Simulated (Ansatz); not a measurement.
Crystal: Ca.

```xyz
1
Lattice="3.4887 0.0000 0.0000 0.0000 3.4887 0.0000 0.0000 0.0000 3.4887" Properties=species:S:1:pos:R:3 pbc="T T T"
Ca    0.0000    0.0000    0.0000
```

This isn't the form of Ca at room conditions, which is fcc.

Base run:

```yaml
Program: Ansatz 0.2.0
Functional: RPBE
Potentials_or_basis: all-electron LAPW, scalar-relativistic
Cutoff: 111 eV (chosen from the basis error)
Basis_error_allowed: 0.001 eV/atom
k_mesh: 8 × 8 × 8
Occupations: gaussian, width 0.05 eV
Spin: no spin polarisation
```

Its results: band gap on the k mesh none (metal or under the smearing width); pressure 1.1 GPa.

Problem. The run is repeated on the same cell with these changes: functional from RPBE to LDA. What comes out?

Solution. Band gap on the k mesh none (metal or under the smearing width); pressure -0.9 GPa.

LDA binds more tightly than RPBE, so the same cell stands under less pressure.
